Question: Can I estimate the pressure for another functional by hand?

I have five density-functional calculations on the same body-centred cubic tantalum cell. The atom and the cell edge never change, yet the pressure does, and it even changes sign. A colleague says that once I have the PBE value, I can guess the others on the back of an envelope. How would that work, and how far could I trust it?

ABINIT 10.8.3, plane-wave DFT without spin polarisation, spin-orbit coupling or dispersion correction, for the one-atom primitive cell of body-centred cubic tantalum (conventional edge 3.3026 Å). All runs use an 11 × 11 × 11 k-point mesh and Fermi-Dirac smearing of 0.05 eV; pressure is positive in compression.

```
functional                                         potentials  wave cutoff  pressure (GPa)
       PBE                                   JTH-PAW-PBE-v2.0   517.016 eV           2.420
    PBEsol            PseudoDojo-NC-SR-PBEsol-v0.4.1-standard    789.13 eV          -4.230
    r2SCAN  Ansatz-PAW-PBE-default generated-set,-frozen-core   489.805 eV          -0.200
      AM05                                   JTH-PAW-PBE-v2.0   517.016 eV          -5.070
      PW91                                   JTH-PAW-PBE-v2.0   517.016 eV           2.050
```

Answer:

It works for functionals whose habits are known, because the pressure here is a disguised statement about length. It is the pressure that would have to be applied from outside to hold the model crystal at this size. A positive value means that the crystal would expand if released, a negative one that it would shrink. Each functional has its own preferred cell edge, and the pressure tells how far the given cell is from it.

To turn length into pressure you need the stiffness of the metal. Call the volume V, the pressure P, the edge of the cell a, and the edge at which a functional gives zero pressure a₀. The bulk modulus B measures the resistance to a change of volume:

B = −V dP/dV

The volume goes as a³, so a small relative change of the edge changes the volume by three times as much. Going from a₀ to the actual edge a therefore builds up the pressure

P ≈ 3B (a₀ − a)/a

Now compare two functionals in the same cell. If the second prefers an edge shorter by a fraction s, and the stiffness is about the same, its pressure is lower by 3Bs:

P(new) ≈ P(PBE) − 3Bs

Two rough recalled sizes complete the rule. The bulk modulus of tantalum is about 200 GPa, and functionals designed for solids, such as PBEsol and AM05, typically give edges about 1 % shorter than PBE does. For PW91, a close relative of PBE, take s as zero. The PBE pressure in the table is the starting point, so that row is used by the rule and can't test it.

Take AM05 first. The step is

3 × 200 GPa × 0.01 = 6 GPa

and the estimate is

2.42 GPa − 6 GPa ≈ −3.6 GPa

The calculation gave −5.07 GPa. The sign is right, and the estimated step falls short of the computed change by about a fifth. This comparison is cleaner than the next one, because PBE and AM05 were run with the same potential and the same wave cutoff. It isn't perfect: that potential was generated for PBE, so its frozen core is not the one AM05 would give. The same holds for PW91.

For PBEsol the arithmetic is identical, so the estimate is again −3.6 GPa, against a computed −4.23 GPa. That is closer, but the row also has a different potential and a higher cutoff. Either may have moved the pressure by an amount that the table can't separate from the effect of the functional. The better agreement is therefore no sign that the rule suits PBEsol better than AM05.

Why should a functional prefer a shorter edge at all? Pressure is the slope of the energy against volume, with the sign reversed. Adding the same energy at every volume would leave it unchanged. What matters is whether one functional rewards expansion more than another does.

An explanation from theory lies in how the functionals treat an uneven electron density. When a lattice is stretched, the outer electrons thin out and sit farther apart, so their density tends to change more over the typical distance from one electron to the next. That is the unevenness these functionals respond to. In a transition metal such as tantalum, the zone where the outer electrons meet the filled shells just beneath them is expected to matter too, not only the space between the atoms. For the same local density, PBE gives a lower exchange energy, the part that comes from electrons of like spin avoiding one another, where the density is more uneven. Stretching the crystal thus earns an energy bonus, and the preferred edge grows.

PBEsol has a weaker dependence of this kind, chosen to suit the slowly varying densities found in solids. The bonus for stretching is smaller, and the crystal settles at a shorter edge. AM05 is built differently, from models of a uniform electron gas and of a surface, but in dense solids it tends to act in the same direction. The table shows the resulting drop in pressure; the reason for it comes from the theory of these functionals, since the volume dependence of the exchange energy was not calculated here.

The stiffness of tantalum then makes a small difference in length look dramatic. One per cent is a modest disagreement about the size of a crystal, but in a metal this hard to compress it amounts to several gigapascals. By the same reasoning, an equal relative shortening in a softer metal would give a smaller pressure difference. To guess a neighbouring case, ask first which edge the functional prefers, and only then how stiff the material is.

Over the three rows that the rule predicts, PBEsol, AM05 and PW91, the mean absolute miss is about 0.8 GPa. Assuming that the functional makes no difference would give a mean miss of 4.8 GPa on the same rows. The rule thus captures most of the effect, but it can't order AM05 and PBEsol, to which it assigns the same pressure. The output after this text lists the individual misses.

Don't read the remaining error as a measurement of either constant. A stiffer crystal and a larger shortening raise the step in the same way, and the pressures test only their product. The 1 % is itself experience gathered from earlier calculations with such functionals. What you have is a quick translation of that experience into pressure, not an independent prediction of the length.

The rule ends at r2SCAN. Its computed pressure is −0.20 GPa, while the rule would give 2.4 GPa if you classed it with PBE and −3.6 GPa if you classed it with AM05. Neither is useful. r2SCAN also responds to the kinetic-energy density of the electrons, so the simple division by gradient dependence doesn't settle where it belongs. It was moreover run with a potential generated for PBE, and no other functional in the table shares that potential, so its place in the middle can't be credited to r2SCAN alone.

Nor does a pressure near zero make r2SCAN the most accurate choice. It means only that this particular cell is close to the size which that combination of functional and potential prefers. To judge accuracy you would need a measured edge, corrected for thermal expansion and the zero-point motion of the atoms, and a calculation that includes spin-orbit coupling, which is absent here.

You can also run the rule backwards to see what a pressure means for the crystal. With the same bulk modulus, the PBE value corresponds to an edge about 0.4 % longer than the one used, and the AM05 value to one about 0.8 % shorter. These are estimates, not relaxed structures. The linear law behind them holds only for small strains, because the stiffness itself changes with volume. Here that hardly matters: the Murnaghan law in the output, which allows for such a change, gives a shortening of about 0.9 % for AM05 instead of 0.8 %. The estimates are good enough to tell you whether a cell taken from one functional will be noticeably strained in another.

Numerical output:

```
Pressure step of the rule for a 1 percent shorter edge (GPa): 6
Computed change from PBE to AM05, same dataset (GPa): -7.49
Computed change from PBE to PBEsol, other potential (GPa): -6.65
Computed change from PBE to PW91, same dataset (GPa): -0.37
Rule for AM05 and PBEsol (GPa): -3.58
Miss for AM05, rule less computed (GPa): 1.49
Miss for PBEsol, rule less computed (GPa): 0.65
Miss for PW91, rule less computed (GPa): 0.37
Mean absolute miss of the rule on PBEsol, AM05 and PW91 (GPa): 0.8367
Mean absolute miss if the functional made no difference, same three rows (GPa): 4.837
Miss for r2SCAN if classed with PBE (GPa): 2.62
Miss for r2SCAN if classed with AM05 (GPa): -3.38
Shortening from PBE to AM05 that the linear law implies (percent): 1.248
Sphere charge, AM05 less PBE (electrons): -0.0012
Sphere charge, PW91 less PBE (electrons): 0.0139
Edge change to zero pressure, estimated with B of 200 GPa:
     row  computed pressure (GPa)  linear law (percent)  Murnaghan with slope 4 (percent)  estimated edge (angstrom)
     PBE                     2.42                0.4033                            0.3947                      3.316
  PBEsol                    -4.23                -0.705                           -0.7339                      3.279
  r2SCAN                     -0.2              -0.03333                          -0.03339                      3.301
    AM05                    -5.07                -0.845                            -0.887                      3.275
    PW91                     2.05                0.3417                            0.3354                      3.314
```
